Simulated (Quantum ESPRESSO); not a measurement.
The system is BAs.

```
As B
1.0
     0.00000    2.38850    2.38850
     2.38850    0.00000    2.38850
     2.38850    2.38850    0.00000
As B
1 1
Direct
  0.75000 0.75000 0.75000
  0.00000 0.00000 0.00000
```

Program: Quantum ESPRESSO 7.5. Alike in all runs: no spin polarisation; cell as given; smearing fermi-dirac 0.05 eV.

Q: Order these runs on this cell by their pressure, lowest first.
A. level BLYP; potentials or basis GBRV 1.5 PBE; k mesh 8 × 8 × 8, shifted; cutoff (eV) 612
B. level PBE; potentials or basis SG15 PBE 1.2; k mesh 8 × 8 × 8; cutoff (eV) 952
C. level LDA; potentials or basis GBRV 1.5 LDA; k mesh 8 × 8 × 8, shifted; cutoff (eV) 612; form of the LDA correlation PZ81

A: C (-2.6 GPa), B (2.7 GPa), A (9.2 GPa).

Caveats: the potentials were made for another functional, which shifts forces and pressure (some runs); the cell is more than 3 GPa from zero pressure, which shifts response properties (some runs).

Not every run made on this cell is shown here.
